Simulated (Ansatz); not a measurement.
The cell is Ga2O3 built on the A-La2O3 prototype; cell and atoms were relaxed with r2SCAN. It is trigonal, P-3m1 (No. 164); conventional cell a = 2.991 Å, c = 6.846 Å, 10.61 Å³ an atom. Ga has 6 O at 1.87–2.22 Å; O has 6 Ga at 2.22 Å; O has 3 Ga at 1.87 Å.

5 runs of Ansatz on this cell differ in the functional (and in the settings that go with it). Levels are in eV from each run's valence top; v1 is the last filled band, c1 the first empty one.

Run A, mean stress -0.2 GPa (compression positive):
```tsv
point	v5	v3	v1	c1	c2	c3
Γ	-1.04	-0.88	0.00	4.88	8.33	9.04
M	-2.25	-1.71	-0.74	7.00	10.50	10.70
K	-3.86	-0.97	-0.76	9.66	9.66	13.02
A	-1.11	-1.02	-0.90	5.86	7.55	9.07
L	-2.40	-2.05	-0.32	7.24	10.05	10.33
H	-3.55	-1.24	-0.93	9.72	9.72	13.12
```

Run B, mean stress +8.3 GPa (compression positive):
```tsv
point	v5	v3	v1	c1	c2	c3
Γ	-1.09	-0.87	0.00	2.51	5.66	6.59
M	-2.20	-1.54	-0.66	4.46	7.65	8.10
K	-3.62	-0.87	-0.74	6.88	6.88	10.27
A	-1.14	-1.05	-0.88	3.51	5.01	6.59
L	-2.34	-1.85	-0.27	4.70	7.50	7.51
H	-3.36	-1.13	-0.89	6.93	6.93	10.34
```

Run C, mean stress -0.2 GPa (compression positive):
```tsv
point	v5	v3	v1	c1	c2	c3
Γ	-1.04	-0.88	0.00	4.19	7.61	8.31
M	-2.24	-1.70	-0.73	6.28	9.77	9.97
K	-3.84	-0.96	-0.76	8.93	8.93	12.28
A	-1.11	-1.02	-0.90	5.16	6.84	8.34
L	-2.39	-2.03	-0.32	6.53	9.33	9.60
H	-3.53	-1.23	-0.92	8.99	8.99	12.37
```

Run D, mean stress -5.2 GPa (compression positive):
```tsv
point	v5	v3	v1	c1	c2	c3
Γ	-1.04	-0.91	0.00	5.34	8.87	9.58
M	-2.23	-1.71	-0.76	7.52	11.09	11.29
K	-3.88	-0.97	-0.79	10.24	10.24	13.68
A	-1.10	-1.00	-0.94	6.33	8.04	9.63
L	-2.39	-2.05	-0.33	7.78	10.64	10.89
H	-3.57	-1.24	-0.96	10.30	10.30	13.79
```

Run E, mean stress -4.7 GPa (compression positive):
```tsv
point	v5	v3	v1	c1	c2	c3
Γ	-1.12	-0.88	0.00	2.40	5.50	6.43
M	-2.25	-1.54	-0.67	4.22	7.44	7.92
K	-3.68	-0.88	-0.76	6.66	6.66	10.10
A	-1.18	-1.08	-0.89	3.43	4.87	6.41
L	-2.39	-1.88	-0.27	4.47	7.29	7.31
H	-3.41	-1.15	-0.92	6.72	6.72	10.17
```

Problem. Match the runs to LDA, PBE, HSE06, DDH-PBE0, r2SCAN0.

Solution. A is DDH-PBE0, B is PBE, C is HSE06, D is r2SCAN0, E is LDA. In order of the gap: LDA 2.40, PBE 2.51, HSE06 4.19, DDH-PBE0 4.88, r2SCAN0 5.34 eV.

Spin-unpolarised throughout. Whether this structure exists isn't addressed.

The stress of a hybrid is loosely converged in these runs.

The meshes of the hybrids are coarse, so their gaps aren't converged to the digits shown.
